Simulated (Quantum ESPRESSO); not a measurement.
# CdTe (F-43m) in Quantum ESPRESSO: further runs

The runs below take CdTe through dielectric tensor, with LDA.

All numbers are computed with Quantum ESPRESSO 7.5; they aren't measurements. Logs are shortened: lines on timing, memory, paths and dates and some standing lists are left out, and cuts for length are marked.

**What was measured.**

From a printed reference work, data compilation, for a bulk crystal of CdTe at 0 K: band gap 1.607 eV.

The results are compared with them further down.

## 1. Starting point

It takes space group F-43m (No. 216, cubic). The conventional cell has a = 6.410 Å, b = 6.410 Å, c = 6.410 Å, α = 90.00°, β = 90.00°, γ = 90.00°. Around Te (site symmetry -43m) lie 4 Cd at 2.78 Å. Cd (site symmetry -43m) is surrounded by 4 Te at 2.78 Å.

## 2. Dielectric tensor, LDA

Contents of pw.in:

```
&CONTROL
  calculation = 'scf'
  prefix = 'pwscf'
  outdir = './tmp'
  pseudo_dir = './pseudo'
  tprnfor = .true.
  tstress = .true.
  disk_io = 'low'
/
&SYSTEM
  ibrav = 0
  nat = 2
  ntyp = 2
  ecutwfc = 45
  ecutrho = 360
  nbnd = 15
  occupations = 'smearing'
  smearing = 'fd'
  degauss = 0.00367493
/
&ELECTRONS
  conv_thr = 4d-10
  electron_maxstep = 120
  mixing_beta = 0.5
/
ATOMIC_SPECIES
Te   127.6000 te_lda_v1.uspp.F.UPF
Cd   112.4140 cd_lda_v1.uspp.F.UPF
CELL_PARAMETERS bohr
   0.0000000000    6.0565722294    6.0565722294
   6.0565722294    0.0000000000    6.0565722294
   6.0565722294    6.0565722294    0.0000000000
ATOMIC_POSITIONS bohr
Te     9.0848583441    9.0848583441    9.0848583441
Cd     0.0000000000    0.0000000000    0.0000000000
K_POINTS automatic
8 8 8 0 0 0
```

Contents of scf2.in:

```
&CONTROL
  calculation = 'scf'
  prefix = 'pwscf'
  outdir = './tmp'
  pseudo_dir = './pseudo'
  tprnfor = .true.
  tstress = .true.
  disk_io = 'low'
/
&SYSTEM
  ibrav = 0
  nat = 2
  ntyp = 2
  ecutwfc = 45
  ecutrho = 360
  nbnd = 15
  occupations = 'fixed'
/
&ELECTRONS
  conv_thr = 1d-13
  electron_maxstep = 120
  mixing_beta = 0.5
  startingpot = 'file'
  startingwfc = 'file'
/
ATOMIC_SPECIES
Te   127.6000 te_lda_v1.uspp.F.UPF
Cd   112.4140 cd_lda_v1.uspp.F.UPF
CELL_PARAMETERS bohr
   0.0000000000    6.0565722294    6.0565722294
   6.0565722294    0.0000000000    6.0565722294
   6.0565722294    6.0565722294    0.0000000000
ATOMIC_POSITIONS bohr
Te     9.0848583441    9.0848583441    9.0848583441
Cd     0.0000000000    0.0000000000    0.0000000000
K_POINTS automatic
8 8 8 0 0 0
```

Contents of ph.in:

```
dielectric of CdTe
&INPUTPH
  prefix = 'pwscf'
  outdir = './tmp'
  tr2_ph = 1d-18
  fildyn = 'dyn'
  niter_ph = 90
  alpha_mix(1) = 0.7
  epsil = .true.
  trans = .false.
  zeu = .true.
/
0.0000000000 0.0000000000 0.0000000000
```

Potentials or basis: GBRV 1.5 LDA.

On the command line:

```sh
$ OMP_NUM_THREADS=1 pw.x -in pw.in > pw.out
$ OMP_NUM_THREADS=1 pw.x -in scf2.in > scf2.out
$ OMP_NUM_THREADS=1 ph.x -in ph.in > ph.out
```

pw.out:

```text
This program is part of the open-source Quantum ESPRESSO suite
     for quantum simulation of materials; please cite
         "P. Giannozzi et al., J. Phys.:Condens. Matter 21 395502 (2009);
         "P. Giannozzi et al., J. Phys.:Condens. Matter 29 465901 (2017);
         "P. Giannozzi et al., J. Chem. Phys. 152 154105 (2020);
     in publications or presentations arising from this work. More details at

     Message from routine setup:
     using ibrav=0 with symmetry is DISCOURAGED, use correct ibrav instead

     G-vector sticks info
     --------------------
     sticks:   dense  smooth     PW     G-vecs:    dense   smooth      PW
     Sum        1813     913    271                51253    18149    2975

     Using Slab Decomposition

     bravais-lattice index     =            0
     lattice parameter (alat)  =       8.5653  a.u.
     unit-cell volume          =     444.3352 (a.u.)^3
     number of atoms/cell      =            2
     number of atomic types    =            2
     number of electrons       =        18.00
     number of Kohn-Sham states=           15
     kinetic-energy cutoff     =      45.0000  Ry
     charge density cutoff     =     360.0000  Ry
     scf convergence threshold =      4.0E-10
     mixing beta               =       0.5000
     number of iterations used =            8  plain     mixing
     Exchange-correlation= SLA  PZ   NOGX NOGC
                           (   1   1   0   0   0   0   0)

     celldm(1)=   8.565287  celldm(2)=   0.000000  celldm(3)=   0.000000
     celldm(4)=   0.000000  celldm(5)=   0.000000  celldm(6)=   0.000000

     crystal axes: (cart. coord. in units of alat)
               a(1) = (   0.000000   0.707107   0.707107 )
               a(2) = (   0.707107   0.000000   0.707107 )
               a(3) = (   0.707107   0.707107   0.000000 )

     reciprocal axes: (cart. coord. in units 2 pi/alat)
               b(1) = ( -0.707107  0.707107  0.707107 )
               b(2) = (  0.707107 -0.707107  0.707107 )
               b(3) = (  0.707107  0.707107 -0.707107 )

     PseudoPot. # 1 for Te read from file:
     te_lda_v1.uspp.F.UPF
     Pseudo is Ultrasoft + core correction, Zval =  6.0
     Generated by new atomic code, or converted to UPF format
     Using radial grid of  891 points,  5 beta functions with:
                l(1) =   0
                l(2) =   0
                l(3) =   1
                l(4) =   1
                l(5) =   2
     Q(r) pseudized with  6 coefficients,  rinner =    1.800   1.800   1.800
                                                       1.800   1.800

     PseudoPot. # 2 for Cd read from file:
     cd_lda_v1.uspp.F.UPF
     Pseudo is Ultrasoft + core correction, Zval = 12.0
     Generated by new atomic code, or converted to UPF format
     Using radial grid of  889 points,  6 beta functions with:
                l(1) =   0
                l(2) =   0
                l(3) =   1
                l(4) =   1
                l(5) =   2
                l(6) =   2
     Q(r) pseudized with  6 coefficients,  rinner =    1.000   1.000   1.000
                                                       1.000   1.000

     atomic species   valence    mass     pseudopotential
     Te                6.00   127.60000     Te( 1.00)
     Cd               12.00   112.41400     Cd( 1.00)

     24 Sym. Ops. (no inversion) found

   Cartesian axes

     site n.     atom                  positions (alat units)
         1        Te     tau(   1) = (   1.0606602   1.0606602   1.0606602  )
         2        Cd     tau(   2) = (   0.0000000   0.0000000   0.0000000  )

     number of k points=    29  Fermi-Dirac smearing, width (Ry)=  0.0037
                       cart. coord. in units 2pi/alat
        k(    1) = (   0.0000000   0.0000000   0.0000000), wk =   0.0039062
        k(    2) = (   0.0883883   0.0883883  -0.0883883), wk =   0.0312500
        k(    3) = (   0.1767767   0.1767767  -0.1767767), wk =   0.0312500
        k(    4) = (   0.2651650   0.2651650  -0.2651650), wk =   0.0312500
        k(    5) = (  -0.3535534  -0.3535534   0.3535534), wk =   0.0156250
        k(    6) = (   0.1767767   0.0000000   0.0000000), wk =   0.0234375
[... 21 lines left out ...]
        k(   28) = (  -0.7071068   0.1767767  -0.0000000), wk =   0.0468750
        k(   29) = (  -0.7071068   0.3535534   0.0000000), wk =   0.0234375

     Dense  grid:    51253 G-vectors     FFT dimensions: (  54,  54,  54)

     Smooth grid:    18149 G-vectors     FFT dimensions: (  40,  40,  40)

     Initial potential from superposition of free atoms

     starting charge      17.4998, renormalised to      18.0000

     negative rho (up, down):  1.836E-02 0.000E+00
     Starting wfcs are   13 randomized atomic wfcs +    2 random wfcs

     Self-consistent Calculation

     iteration #  1     ecut=    45.00 Ry     beta= 0.50
     Davidson diagonalization with overlap
     ethr =  1.00E-02,  avg # of iterations =  5.8

     Threshold (ethr) on eigenvalues was too large:
     Diagonalizing with lowered threshold

     Davidson diagonalization with overlap
     ethr =  4.65E-04,  avg # of iterations =  2.2

     negative rho (up, down):  1.793E-02 0.000E+00

     total energy              =    -141.08849128 Ry
     estimated scf accuracy    <       0.08067972 Ry

     iteration #  2     ecut=    45.00 Ry     beta= 0.50
     Davidson diagonalization with overlap
     ethr =  4.48E-04,  avg # of iterations =  2.0
[... 51 lines left out ...]
     iteration #  8     ecut=    45.00 Ry     beta= 0.50
     Davidson diagonalization with overlap
     ethr =  3.94E-10,  avg # of iterations =  2.7

     negative rho (up, down):  1.864E-02 0.000E+00

     End of self-consistent calculation

          k = 0.0000 0.0000 0.0000 (  2229 PWs)   bands (ev):

    -6.2524  -3.1147  -3.1147  -3.1147  -2.8240  -2.8240   5.2404   5.2404
     5.2404   5.8410   9.6836   9.6836   9.6836  12.7108  14.7731

          k = 0.0884 0.0884-0.0884 (  2241 PWs)   bands (ev):

    -6.1877  -3.1022  -3.1022  -3.0694  -2.8247  -2.8247   3.9145   5.0879
     5.0879   6.7768   9.6759   9.9150   9.9150  13.4925  13.9668

          k = 0.1768 0.1768-0.1768 (  2256 PWs)   bands (ev):
[... 6 lines left out ...]
    -5.8702  -3.0516  -3.0516  -2.8153  -2.8153  -2.6399   1.0663   4.4974
     4.4974   6.9510  10.3463  10.3463  11.7976  13.3155  14.6025

          k =-0.3536-0.3536 0.3536 (  2276 PWs)   bands (ev):

    -5.8048  -3.0440  -3.0440  -2.8099  -2.8099  -2.4582   0.5251   4.3946
     4.3946   6.8787  10.3093  10.3093  12.1931  13.8932  15.7252

          k = 0.1768 0.0000 0.0000 (  2249 PWs)   bands (ev):

    -6.1662  -3.0900  -3.0900  -3.0707  -2.8317  -2.8178   3.8895   4.8252
     4.8252   7.2141   9.0401  10.2971  10.2971  12.8845  13.8869

          k = 0.2652 0.0884-0.0884 (  2250 PWs)   bands (ev):

    -6.0393  -3.0699  -3.0607  -2.9612  -2.8293  -2.8122   2.7152   4.4636
     4.4919   7.7430   9.0613  10.7168  10.8257  12.6453  14.6745

          k = 0.3536 0.1768-0.1768 (  2255 PWs)   bands (ev):
[... 11 lines left out ...]
    -5.8068  -3.0348  -3.0343  -2.8200  -2.8190  -2.5069   0.8433   3.6505
     4.3768   7.6285  10.0459  10.6039  11.9645  14.0729  14.2707

          k =-0.0884-0.2652 0.2652 (  2259 PWs)   bands (ev):

    -5.9334  -3.0584  -3.0474  -2.8416  -2.8318  -2.7623   1.8379   3.8376
     4.7180   7.7114  10.1520  10.4091  10.7488  13.1880  14.2209

          k = 0.0000-0.1768 0.1768 (  2255 PWs)   bands (ev):

    -6.0918  -3.0879  -3.0742  -2.9945  -2.8318  -2.8162   3.0619   4.3805
     5.0337   7.4366   9.5622  10.0421  10.5585  13.1561  13.8479

          k = 0.3536 0.0000 0.0000 (  2269 PWs)   bands (ev):

    -5.9567  -3.0269  -3.0269  -2.9534  -2.8054  -2.8028   2.4219   4.0543
     4.0543   8.0643   8.3770  11.6770  11.6770  11.9711  15.3052

          k = 0.4419 0.0884-0.0884 (  2273 PWs)   bands (ev):

    -5.8308  -3.0086  -2.9955  -2.9059  -2.7967  -2.6541   1.5998   3.5587
     3.7764   8.0511   8.6778  11.3369  12.1370  13.5066  15.7228

          k =-0.1768-0.5303 0.5303 (  2280 PWs)   bands (ev):

    -5.7372  -3.0069  -2.9835  -2.8713  -2.8005  -2.4064   0.9087   2.9854
     3.7432   8.0489   9.6459  11.3209  11.9539  14.2997  15.9483

          k =-0.0884-0.4419 0.4419 (  2273 PWs)   bands (ev):

    -5.7285  -3.0118  -2.9937  -2.8428  -2.8168  -2.3473   0.8175   2.6790
     3.9666   8.1760  10.1353  11.5631  11.9416  13.3832  14.3469

          k = 0.0000-0.3536 0.3536 (  2269 PWs)   bands (ev):

    -5.8087  -3.0236  -3.0234  -2.8314  -2.8312  -2.5509   1.3029   2.9084
     4.3593   8.2833  10.2955  10.8025  11.0234  13.2923  14.9060

          k = 0.5303-0.0000 0.0000 (  2269 PWs)   bands (ev):

    -5.7498  -2.9580  -2.9580  -2.9390  -2.7879  -2.5343   1.2131   3.4461
     3.4461   7.6529   8.0778  13.0203  13.3295  13.3295  15.8590

          k =-0.0884-0.6187 0.6187 (  2272 PWs)   bands (ev):

    -5.6877  -2.9676  -2.9430  -2.9121  -2.7887  -2.3504   0.8225   2.9830
     3.3654   7.7730   8.3753  12.7911  13.4757  14.4297  16.1844

          k = 0.0000-0.5303 0.5303 (  2273 PWs)   bands (ev):

    -5.6797  -2.9882  -2.9561  -2.8770  -2.8031  -2.2612   0.7671   2.4742
     3.5639   7.9475   9.6598  12.5181  12.7091  13.0896  15.0191

          k =-0.7071 0.0000 0.0000 (  2272 PWs)   bands (ev):

    -5.6668  -2.9492  -2.9275  -2.9275  -2.7816  -2.3192   0.6740   3.2218
     3.2218   7.5896   7.7413  14.0394  14.4961  14.4961  16.1883

          k = 0.3536 0.1768 0.0000 (  2267 PWs)   bands (ev):

    -5.9127  -3.0428  -3.0293  -2.8856  -2.8110  -2.7499   1.9737   3.6117
     4.3438   8.3057   9.0386  10.5866  11.4825  12.9568  15.1976

          k =-0.2652-0.4419 0.6187 (  2272 PWs)   bands (ev):

    -5.7875  -3.0210  -3.0090  -2.8559  -2.8088  -2.5125   1.1329   3.1279
     4.0180   8.4134   9.6476  10.5641  11.9403  13.7003  15.3802

          k =-0.1768-0.3536 0.5303 (  2270 PWs)   bands (ev):
[... 6 lines left out ...]
    -5.7377  -2.9837  -2.9782  -2.8942  -2.7964  -2.4556   1.1033   3.0723
     3.4667   8.4356   8.6436  11.2223  13.3271  13.7213  16.2865

          k =-0.0884-0.4419 0.6187 (  2261 PWs)   bands (ev):

    -5.6883  -2.9878  -2.9694  -2.8671  -2.8086  -2.2793   0.8115   2.6353
     3.3377   8.6058   9.6728  11.0474  12.5429  13.8504  16.0191

          k = 0.0000-0.3536 0.5303 (  2268 PWs)   bands (ev):

    -5.7087  -2.9989  -2.9826  -2.8513  -2.8178  -2.3179   0.8935   2.5404
     3.6017   8.7863  10.0908  10.5520  12.6584  13.2291  14.8543

          k =-0.7071 0.1768-0.0000 (  2260 PWs)   bands (ev):

    -5.6676  -2.9638  -2.9531  -2.8938  -2.7946  -2.2679   0.7270   2.9724
     3.0158   8.3394   8.4316  12.7039  12.7356  14.8800  16.4797

          k =-0.7071 0.3536 0.0000 (  2268 PWs)   bands (ev):

    -5.6685  -2.9756  -2.9702  -2.8567  -2.8191  -2.2190   0.7877   2.7416
     2.8342   9.4745   9.7754  10.7286  11.3888  15.0316  16.6112

     the Fermi energy is     5.5752 ev

!    total energy              =    -141.11280226 Ry
     estimated scf accuracy    <          2.4E-10 Ry
     smearing contrib. (-TS)   =      -0.00000104 Ry
     internal energy E=F+TS    =    -141.11280123 Ry

     The total energy is F=E-TS. E is the sum of the following terms:
     one-electron contribution =     -45.25220407 Ry
     hartree contribution      =      35.21811289 Ry
     xc contribution           =     -53.41481722 Ry
     ewald contribution        =     -77.66389283 Ry

     convergence has been achieved in   8 iterations

     negative rho (up, down):  1.864E-02 0.000E+00

     Forces acting on atoms (cartesian axes, Ry/au):

     atom    1 type  1   force =    -0.00000000    0.00000000   -0.00000000
     atom    2 type  2   force =     0.00000000   -0.00000000    0.00000000

     Total force =     0.000000     Total SCF correction =     0.000000

     Computing stress (Cartesian axis) and pressure

     negative rho (up, down):  1.864E-02 0.000E+00
          total   stress  (Ry/bohr**3)                   (kbar)     P=        3.04
   0.00002069  -0.00000000  -0.00000000            3.04       -0.00       -0.00
  -0.00000000   0.00002069  -0.00000000           -0.00        3.04       -0.00
  -0.00000000  -0.00000000   0.00002069           -0.00       -0.00        3.04

=------------------------------------------------------------------------------=
   JOB DONE.
=------------------------------------------------------------------------------=
```

Run time: 1.8 min. Hardware: 1 thread of Intel Xeon 6975P-C (Granite Rapids), shared host; peak memory 0.23 GiB.

What came out:

```
Free energy                             : -1919.9375 eV
Pressure                                : 0.3 GPa
Band gap on the k mesh                  : 0.60 eV, direct
Electronic dielectric tensor (diagonal) : 11.80
Born charges (mean of the diagonal)     : Te -2.27; Cd +2.19 e
```

Electronic dielectric tensor:
```
11.80  0.00  0.00
 0.00 11.80  0.00
 0.00  0.00 11.80
```

Born effective charge tensors (e):
atom 1, Te
```
-2.27  0.00  0.00
 0.00 -2.27  0.00
 0.00  0.00 -2.27
```
atom 2, Cd
```
2.19 0.00 0.00
0.00 2.19 0.00
0.00 0.00 2.19
```

Caveat: the mesh is thin for the dielectric tensor, Born charges and intensities, which usually come out too large; the gap is small at this level, which inflates the dielectric constant; on a mesh that holds Γ this program's dielectric tensor can be off by some percent beyond the error of the mesh; spin-orbit coupling is left out, which moves the levels of the heavy elements; the Born charges break their sum rule by 0.07 e, a sign of too thin a mesh.

## 3. Dielectric tensor, LDA

pw.in, as its differences from that of step 2:

```diff
@@ -36,2 +36,2 @@
 K_POINTS automatic
-8 8 8 0 0 0
+10 10 10 0 0 0
```

scf2.in, as its differences from that of step 2:

```diff
@@ -36,2 +36,2 @@
 K_POINTS automatic
-8 8 8 0 0 0
+10 10 10 0 0 0
```

ph.in is that of step 2.

Potentials or basis: GBRV 1.5 LDA.

On the command line:

```sh
$ OMP_NUM_THREADS=1 pw.x -in pw.in > pw.out
$ OMP_NUM_THREADS=1 pw.x -in scf2.in > scf2.out
$ OMP_NUM_THREADS=1 ph.x -in ph.in > ph.out
```

pw.out:

```text
This program is part of the open-source Quantum ESPRESSO suite
     for quantum simulation of materials; please cite
[... 9 lines left out ...]
     --------------------
     sticks:   dense  smooth     PW     G-vecs:    dense   smooth      PW
     Sum        1813     913    271                51253    18149    2975

     Using Slab Decomposition

     bravais-lattice index     =            0
     lattice parameter (alat)  =       8.5653  a.u.
     unit-cell volume          =     444.3352 (a.u.)^3
     number of atoms/cell      =            2
     number of atomic types    =            2
     number of electrons       =        18.00
     number of Kohn-Sham states=           15
     kinetic-energy cutoff     =      45.0000  Ry
     charge density cutoff     =     360.0000  Ry
     scf convergence threshold =      4.0E-10
     mixing beta               =       0.5000
     number of iterations used =            8  plain     mixing
[... 371 lines left out ...]
     4.6302   7.9516   9.0321  10.6926  10.9044  12.6996  14.5967

          k = 0.3536 0.2121-0.0707 (  2275 PWs)   bands (ev):
[... 71 lines left out ...]
    -5.6693  -2.9711  -2.9688  -2.8657  -2.8115  -2.2281   0.7751   2.7842
     2.8668   9.2036   9.2964  11.2940  11.7093  15.0052  16.5893

     the Fermi energy is     5.5856 ev

!    total energy              =    -141.11288121 Ry
     estimated scf accuracy    <          7.3E-11 Ry
     smearing contrib. (-TS)   =      -0.00000067 Ry
     internal energy E=F+TS    =    -141.11288053 Ry

     The total energy is F=E-TS. E is the sum of the following terms:
     one-electron contribution =     -45.25221880 Ry
     hartree contribution      =      35.21786510 Ry
     xc contribution           =     -53.41463401 Ry
     ewald contribution        =     -77.66389283 Ry

     convergence has been achieved in  10 iterations

     negative rho (up, down):  1.864E-02 0.000E+00

     Forces acting on atoms (cartesian axes, Ry/au):

     atom    1 type  1   force =    -0.00000000    0.00000000   -0.00000000
     atom    2 type  2   force =    -0.00000000    0.00000000    0.00000000

     Total force =     0.000000     Total SCF correction =     0.000000

     Computing stress (Cartesian axis) and pressure

     negative rho (up, down):  1.864E-02 0.000E+00
          total   stress  (Ry/bohr**3)                   (kbar)     P=        3.01
   0.00002044   0.00000000   0.00000000            3.01        0.00        0.00
   0.00000000   0.00002044   0.00000000            0.00        3.01        0.00
   0.00000000   0.00000000   0.00002044            0.00        0.00        3.01

=------------------------------------------------------------------------------=
   JOB DONE.
=------------------------------------------------------------------------------=
```

It took 2.9 min on 1 thread of Intel Xeon 6975P-C (Granite Rapids), shared host; peak memory 0.24 GiB.

Results:

| Property | Result |
| --- | --- |
| Free energy | -1919.9386 eV |
| Pressure | 0.3 GPa |
| Band gap on the k mesh | 0.60 eV, direct |
| Electronic dielectric tensor (diagonal) | 10.39 |
| Born charges (mean of the diagonal) | Te -2.18; Cd +2.16 e |

Electronic dielectric tensor:
```
10.39  0.00  0.00
 0.00 10.39  0.00
 0.00  0.00 10.39
```

Born effective charge tensors (e):
atom 1, Te
```
-2.18  0.00  0.00
 0.00 -2.18  0.00
 0.00  0.00 -2.18
```
atom 2, Cd
```
2.16 0.00 0.00
0.00 2.16 0.00
0.00 0.00 2.16
```

Caveat: the gap is small at this level, which inflates the dielectric constant; on a mesh that holds Γ this program's dielectric tensor can be off by some percent beyond the error of the mesh; spin-orbit coupling is left out, which moves the levels of the heavy elements.

## 4. Comparison with measurements

Step 2. A measured gap of CdTe is 1.607 eV (0 K; a printed reference work, data compilation); the calculated 0.60 eV misses it by -1.01 eV. So large a miss can be the level of theory's own, or it may mean another phase, state or a wrong row. Spin-orbit coupling on Cd, Te is left out. The value is that of LDA, without temperature or zero-point motion. Semilocal functionals fall short of measured gaps as a rule.

Step 3. Measured gap of CdTe: 1.607 eV (0 K; a printed reference work, data compilation). This calculation gives 0.60 eV (-1.01 eV). So large a miss can be the level of theory's own, or it may mean another phase, state or a wrong row. Spin-orbit coupling on Cd, Te is left out. The value is that of LDA, without temperature or zero-point motion. Semilocal functionals fall short of measured gaps as a rule.
